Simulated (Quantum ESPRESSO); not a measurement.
# Pb (Fm-3m) in Quantum ESPRESSO: notebook, part 3 of 3

Quantum ESPRESSO 7.5.

## Step 5: Phonons, PBE, target pressure 15 GPa, at which the enthalpy is minimised

pw.in

```
&CONTROL
  calculation = 'scf'
  prefix = 'pwscf'
  outdir = './tmp'
  pseudo_dir = './pseudo'
  tprnfor = .true.
  tstress = .true.
  disk_io = 'low'
/
&SYSTEM
  ibrav = 0
  nat = 1
  ntyp = 1
  ecutwfc = 45
  ecutrho = 360
  nbnd = 13
  occupations = 'smearing'
  smearing = 'mv'
  degauss = 0.01469973
/
&ELECTRONS
  conv_thr = 2d-10
  electron_maxstep = 120
  mixing_beta = 0.5
/
ATOMIC_SPECIES
Pb   207.2000 pb_pbe_v1.uspp.F.UPF
CELL_PARAMETERS angstrom
   0.0000000000    2.4750200000    2.4750200000
   2.4750200000    0.0000000000    2.4750200000
   2.4750200000    2.4750200000    0.0000000000
ATOMIC_POSITIONS crystal
Pb     0.0000000000    0.0000000000    0.0000000000
K_POINTS automatic
9 9 9 0 0 0
```

relax.in

```
&CONTROL
  calculation = 'vc-relax'
  prefix = 'pwscf'
  outdir = './tmp'
  pseudo_dir = './pseudo'
  tprnfor = .true.
  tstress = .true.
  disk_io = 'low'
  nstep = 40
  forc_conv_thr = 0.0001
  etot_conv_thr = 1d-06
/
&SYSTEM
  ibrav = 0
  nat = 1
  ntyp = 1
  ecutwfc = 45
  ecutrho = 360
  nbnd = 13
  occupations = 'smearing'
  smearing = 'mv'
  degauss = 0.01469973
/
&ELECTRONS
  conv_thr = 2d-10
  electron_maxstep = 120
  mixing_beta = 0.5
/
&IONS
  ion_dynamics = 'bfgs'
/
&CELL
  cell_dynamics = 'bfgs'
  press = 150
  press_conv_thr = 0.2
/
ATOMIC_SPECIES
Pb   207.2000 pb_pbe_v1.uspp.F.UPF
CELL_PARAMETERS angstrom
   0.0000000000    2.4750200000    2.4750200000
   2.4750200000    0.0000000000    2.4750200000
   2.4750200000    2.4750200000    0.0000000000
ATOMIC_POSITIONS crystal
Pb     0.0000000000    0.0000000000    0.0000000000
K_POINTS automatic
9 9 9 0 0 0
```

scf2.in

```
&CONTROL
  calculation = 'scf'
  prefix = 'pwscf'
  outdir = './tmp'
  pseudo_dir = './pseudo'
  tprnfor = .true.
  tstress = .true.
  disk_io = 'low'
/
&SYSTEM
  ibrav = 0
  nat = 1
  ntyp = 1
  ecutwfc = 45
  ecutrho = 360
  nbnd = 13
  occupations = 'smearing'
  smearing = 'mv'
  degauss = 0.01469973
/
&ELECTRONS
  conv_thr = 1d-13
  electron_maxstep = 120
  mixing_beta = 0.5
  startingpot = 'file'
  startingwfc = 'file'
/
ATOMIC_SPECIES
Pb   207.2000 pb_pbe_v1.uspp.F.UPF
CELL_PARAMETERS angstrom
   0.0000000000    2.3377439937    2.3377439937
   2.3377439937    0.0000000000    2.3377439937
   2.3377439937    2.3377439937    0.0000000000
ATOMIC_POSITIONS crystal
Pb     0.0000000000    0.0000000000    0.0000000000
K_POINTS automatic
9 9 9 0 0 0
```

ph.in

```
phonons of Pb
&INPUTPH
  prefix = 'pwscf'
  outdir = './tmp'
  tr2_ph = 1d-18
  fildyn = 'dyn'
  niter_ph = 90
  alpha_mix(1) = 0.4
/
0.1767766953 0.7071067812 0.1767766953
```

Potentials or basis: GBRV 1.5 PBE.

Started as:

```bash
$ OMP_NUM_THREADS=1 pw.x -in pw.in > pw.out
$ OMP_NUM_THREADS=1 pw.x -in relax.in > relax.out
$ OMP_NUM_THREADS=1 pw.x -in scf2.in > scf2.out
$ OMP_NUM_THREADS=1 ph.x -in ph.in > ph.out
```

pw.out:

```text
This program is part of the open-source Quantum ESPRESSO suite
     for quantum simulation of materials; please cite
[... 9 lines left out ...]
     --------------------
     sticks:   dense  smooth     PW     G-vecs:    dense   smooth      PW
     Sum        1069     547    163                23505     8363    1459

     Using Slab Decomposition

     bravais-lattice index     =            0
     lattice parameter (alat)  =       6.6144  a.u.
     unit-cell volume          =     204.6269 (a.u.)^3
     number of atoms/cell      =            1
     number of atomic types    =            1
     number of electrons       =        14.00
     number of Kohn-Sham states=           13
     kinetic-energy cutoff     =      45.0000  Ry
     charge density cutoff     =     360.0000  Ry
     scf convergence threshold =      2.0E-10
     mixing beta               =       0.5000
     number of iterations used =            8  plain     mixing
     Exchange-correlation= SLA  PW   PBE  PBE
                           (   1   4   3   4   0   0   0)

     celldm(1)=   6.614432  celldm(2)=   0.000000  celldm(3)=   0.000000
     celldm(4)=   0.000000  celldm(5)=   0.000000  celldm(6)=   0.000000

[... 8 lines left out ...]
               b(3) = (  0.707107  0.707107 -0.707107 )

     PseudoPot. # 1 for Pb read from file:
     pb_pbe_v1.uspp.F.UPF
     Pseudo is Ultrasoft + core correction, Zval = 14.0
     Generated by new atomic code, or converted to UPF format
     Using radial grid of  899 points,  6 beta functions with:
                l(1) =   0
                l(2) =   0
                l(3) =   1
                l(4) =   1
                l(5) =   2
                l(6) =   2
     Q(r) pseudized with  6 coefficients,  rinner =    1.000   1.000   1.000
                                                       1.000   1.000

     atomic species   valence    mass     pseudopotential
     Pb               14.00   207.20000     Pb( 1.00)

     48 Sym. Ops., with inversion, found

   Cartesian axes

     site n.     atom                  positions (alat units)
         1        Pb     tau(   1) = (   0.0000000   0.0000000   0.0000000  )

     number of k points=    35  Marzari-Vanderbilt smearing, width (Ry)=  0.0147
                       cart. coord. in units 2pi/alat
        k(    1) = (   0.0000000   0.0000000   0.0000000), wk =   0.0027435
        k(    2) = (   0.0785674   0.0785674  -0.0785674), wk =   0.0219479
        k(    3) = (   0.1571348   0.1571348  -0.1571348), wk =   0.0219479
        k(    4) = (   0.2357023   0.2357023  -0.2357023), wk =   0.0219479
        k(    5) = (   0.3142697   0.3142697  -0.3142697), wk =   0.0219479
        k(    6) = (   0.1571348   0.0000000  -0.0000000), wk =   0.0164609
[... 27 lines left out ...]
        k(   34) = (  -0.0000000  -0.4714045   0.6285394), wk =   0.0658436
        k(   35) = (  -0.0785674  -0.3928371   0.7071068), wk =   0.0658436

     Dense  grid:    23505 G-vectors     FFT dimensions: (  40,  40,  40)

     Smooth grid:     8363 G-vectors     FFT dimensions: (  30,  30,  30)

     Check: negative core charge=   -0.000002

     Initial potential from superposition of free atoms

     starting charge      13.9976, renormalised to      14.0000

     negative rho (up, down):  1.525E-02 0.000E+00
     Starting wfcs are    9 randomized atomic wfcs +    4 random wfcs

     Self-consistent Calculation

     iteration #  1     ecut=    45.00 Ry     beta= 0.50
     Davidson diagonalization with overlap
     ethr =  1.00E-02,  avg # of iterations =  4.5

     Threshold (ethr) on eigenvalues was too large:
     Diagonalizing with lowered threshold

     Davidson diagonalization with overlap
     c_bands:  1 eigenvalues not converged
     c_bands:  1 eigenvalues not converged
     c_bands:  2 eigenvalues not converged
     ethr =  1.67E-05,  avg # of iterations = 13.0

     negative rho (up, down):  1.540E-02 0.000E+00

     total energy              =    -164.15718083 Ry
     estimated scf accuracy    <       0.00236924 Ry

     iteration #  2     ecut=    45.00 Ry     beta= 0.50
     Davidson diagonalization with overlap
     ethr =  1.69E-05,  avg # of iterations =  2.1

     negative rho (up, down):  1.556E-02 0.000E+00

     total energy              =    -164.15751529 Ry
     estimated scf accuracy    <       0.00015614 Ry

     iteration #  3     ecut=    45.00 Ry     beta= 0.50
     Davidson diagonalization with overlap
     ethr =  1.12E-06,  avg # of iterations =  5.6
     Minimization algorithm failed to find Fermi energy: reverting to bisection
     Possible cause: smearing is larger than the electronic band-gap.

     negative rho (up, down):  1.574E-02 0.000E+00

     total energy              =    -164.15753685 Ry
     estimated scf accuracy    <       0.00002216 Ry

     iteration #  4     ecut=    45.00 Ry     beta= 0.50
     Davidson diagonalization with overlap
     ethr =  1.58E-07,  avg # of iterations =  1.6
     Minimization algorithm failed to find Fermi energy: reverting to bisection
     Possible cause: smearing is larger than the electronic band-gap.

     negative rho (up, down):  1.577E-02 0.000E+00

     total energy              =    -164.15753855 Ry
     estimated scf accuracy    <       0.00000010 Ry

     iteration #  5     ecut=    45.00 Ry     beta= 0.50
     Davidson diagonalization with overlap
     ethr =  6.87E-10,  avg # of iterations =  4.3

     negative rho (up, down):  1.578E-02 0.000E+00

     total energy              =    -164.15753907 Ry
     estimated scf accuracy    <          9.0E-09 Ry

     iteration #  6     ecut=    45.00 Ry     beta= 0.50
     Davidson diagonalization with overlap
     ethr =  6.40E-11,  avg # of iterations =  2.5
     Minimization algorithm failed to find Fermi energy: reverting to bisection
     Possible cause: smearing is larger than the electronic band-gap.

     negative rho (up, down):  1.577E-02 0.000E+00

     total energy              =    -164.15753910 Ry
     estimated scf accuracy    <          3.6E-10 Ry

     iteration #  7     ecut=    45.00 Ry     beta= 0.50
     Davidson diagonalization with overlap
     ethr =  2.56E-12,  avg # of iterations =  3.4

     negative rho (up, down):  1.577E-02 0.000E+00

     End of self-consistent calculation

          k = 0.0000 0.0000 0.0000 (  1037 PWs)   bands (ev):

    -5.7965  -5.7965  -5.7965  -5.6565  -5.6565  -0.4693  18.6960  18.6960
    18.6960  19.2775  21.0892  22.6379  23.7752

          k = 0.0786 0.0786-0.0786 (  1028 PWs)   bands (ev):

    -5.7970  -5.7801  -5.7801  -5.6566  -5.6566  -0.2316  16.3268  18.4136
    18.4136  19.2877  20.6871  23.6094  24.2814

          k = 0.1571 0.1571-0.1571 (  1040 PWs)   bands (ev):

    -5.8022  -5.7606  -5.7606  -5.6341  -5.6341   0.4796  12.8644  17.8150
    17.8150  19.2812  20.3425  23.1785  23.9185

          k = 0.2357 0.2357-0.2357 (  1044 PWs)   bands (ev):

    -5.8135  -5.7701  -5.7701  -5.5754  -5.5754   1.6205   9.7510  17.2439
    17.2439  19.2757  20.2495  21.8736  23.0119

          k = 0.3143 0.3143-0.3143 (  1044 PWs)   bands (ev):

    -5.8235  -5.7834  -5.7834  -5.5292  -5.5292   2.8840   7.4778  16.9069
    16.9069  19.2754  20.4278  20.9902  22.5500

          k = 0.1571 0.0000-0.0000 (  1018 PWs)   bands (ev):

    -5.8156  -5.7624  -5.7624  -5.6769  -5.6422  -0.1525  17.0033  17.5203
    17.5203  19.2996  20.2234  22.8253  24.9949

          k = 0.2357 0.0786-0.0786 (  1027 PWs)   bands (ev):

    -5.8245  -5.7385  -5.7323  -5.6829  -5.6182   0.4010  14.0409  16.6948
    17.1844  19.2992  20.3741  21.5801  24.5158

          k = 0.3143 0.1571-0.1571 (  1043 PWs)   bands (ev):

    -5.8227  -5.7548  -5.7331  -5.6369  -5.5654   1.4041  10.8692  16.1768
    16.3728  19.2935  19.8217  22.5262  24.4195

          k = 0.3928 0.2357-0.2357 (  1038 PWs)   bands (ev):

    -5.8200  -5.7736  -5.7488  -5.5807  -5.5245   2.6841   8.2954  15.5359
    16.0759  19.2806  19.4822  22.6096  23.7818

          k =-0.2357-0.3928 0.3928 (  1048 PWs)   bands (ev):
[... 99 lines left out ...]
          k =-0.1571-0.4714 0.6285 (  1049 PWs)   bands (ev):

    -5.8456  -5.7778  -5.6579  -5.5811  -5.5222   3.7047   9.2212  11.7348
    13.4656  19.2754  19.5128  22.1885  24.4245

          k =-0.0786-0.3928 0.5500 (  1053 PWs)   bands (ev):

    -5.8210  -5.7335  -5.6659  -5.6282  -5.5290   4.1278   8.7764  10.9197
    13.7399  19.2914  19.8747  23.6029  25.2895

          k =-0.0000-0.3143 0.4714 (  1042 PWs)   bands (ev):

    -5.7936  -5.7637  -5.6834  -5.5907  -5.5752   3.2899   9.7358  11.1515
    14.6622  19.2956  20.4647  23.1311  23.5140

          k =-0.0786-0.5500 0.7071 (  1045 PWs)   bands (ev):

    -5.9050  -5.8339  -5.5796  -5.5387  -5.4988   4.2389   8.8201  12.2420
    12.5723  18.5504  19.3134  19.5894  27.2477

          k =-0.0000-0.4714 0.6285 (  1049 PWs)   bands (ev):

    -5.8595  -5.7878  -5.6172  -5.5900  -5.5002   4.5865   8.9868  10.4956
    12.8000  19.2027  19.3619  21.9974  26.2343

          k =-0.0786-0.3928 0.7071 (  1052 PWs)   bands (ev):

    -5.7885  -5.7749  -5.6942  -5.6038  -5.4995   4.4674   9.4705  10.4179
    12.0696  19.2959  21.5770  22.6777  23.6506

     the Fermi energy is    11.0995 ev

!    total energy              =    -164.15753911 Ry
     estimated scf accuracy    <          2.9E-12 Ry
     smearing contrib. (-TS)   =       0.00045305 Ry
     internal energy E=F+TS    =    -164.15799215 Ry

     The total energy is F=E-TS. E is the sum of the following terms:
     one-electron contribution =     -30.91670532 Ry
     hartree contribution      =      26.22452152 Ry
     xc contribution           =     -63.39868832 Ry
     ewald contribution        =     -96.06712003 Ry

     convergence has been achieved in   7 iterations

     negative rho (up, down):  1.577E-02 0.000E+00

     Forces acting on atoms (cartesian axes, Ry/au):

     atom    1 type  1   force =     0.00000000    0.00000000    0.00000000

     Total force =     0.000000     Total SCF correction =     0.000000

     Computing stress (Cartesian axis) and pressure

     negative rho (up, down):  1.577E-02 0.000E+00
          total   stress  (Ry/bohr**3)                   (kbar)     P=       21.09
   0.00014335   0.00000000  -0.00000000           21.09        0.00       -0.00
  -0.00000000   0.00014335   0.00000000           -0.00       21.09        0.00
  -0.00000000  -0.00000000   0.00014335           -0.00       -0.00       21.09

=------------------------------------------------------------------------------=
   JOB DONE.
=------------------------------------------------------------------------------=
```

Wall time 6.7 min (1 thread of Arm Neoverse V2, shared host); peak memory 0.11 GiB.

What came out:

```yaml
Free_energy: -2233.2469 eV
Relaxed_volume: 25.55 Å³/atom
Relaxed_cell: a = 3.306 Å, b = 3.306 Å, c = 3.306 Å, α = 60.00°, β = 60.00°, γ = 60.00°
Space_group_after_relaxing_to_0.05_Å: Fm-3m (No. 225)
Pressure_after_relaxing: 14.9 GPa
Band_gap_on_the_k_mesh: none (metal or under the smearing width)
Highest_phonon_frequency_at_the_q_point_run: 97 cm⁻¹
```

Step by step:
| step | energy change (eV) | largest force (eV/Å) | pressure (GPa) | volume (Å³) |
| --- | --- | --- | --- | --- |
| 1 | 0.0000 | 0.0000 | 2.11 | 30.32 |
| 2 | 0.0485 | 0.0000 | 6.10 | 28.37 |
| 3 | 0.2224 | 0.0000 | 14.77 | 25.61 |
| 4 | 0.2284 | 0.0000 | 15.03 | 25.54 |
| 5 | 0.2276 | 0.0000 | 15.00 | 25.55 |

Final structure:
```
Pb
1.0
     0.00000    2.33774    2.33774
     2.33774    0.00000    2.33774
     2.33774    2.33774    0.00000
Pb
1
Direct
  0.00000 0.00000 0.00000
```

Phonon frequencies in cm⁻¹ (negative: imaginary):
```csv
q point,frequencies
"(0.625, 0.250, 0.625)",57 82 97
```

Phonon modes at q = (0.625, 0.250, 0.625) in reciprocal lattice units:
| mode | symmetry | cm⁻¹ |
| --- | --- | --- |
| 1 | B_1 | 57 |
| 2 | A_1 | 82 |
| 3 | B_2 | 97 |

Caveat: the mesh is thin for the phonons of a metal; the volume moved by over 15 % at a fixed basis, so the end points are rough; the cell is more than 3 GPa from zero pressure, which shifts response properties; the q point doesn't lie on the k mesh, which can shift a metal's frequencies strongly unless the mesh is converged. Spin-orbit coupling is left out, which matters for the levels of Pb.

## Step 6: Overview

```tsv
cell	gap on the mesh (eV)	pressure (GPa)
relaxed	none	0.0
relaxed to 3 GPa	none	3.0
relaxed to 8 GPa	none	8.0
relaxed to 15 GPa	none	14.9
```

Alike in all rows: task phonons; level PBE; potentials or basis GBRV 1.5 PBE; no spin polarisation; k mesh 9 × 9 × 9; cutoff (eV) 612; smearing cold 0.2 eV.

Caveats: the q point doesn't lie on the k mesh, which can shift a metal's frequencies strongly unless the mesh is converged; the cell is more than 3 GPa from zero pressure, which shifts response properties (some runs); the mesh is thin for the phonons of a metal (some runs); the volume moved by over 15 % at a fixed basis, so the end points are rough (some runs).

Absolute energies hang on the potentials; compare differences alone.
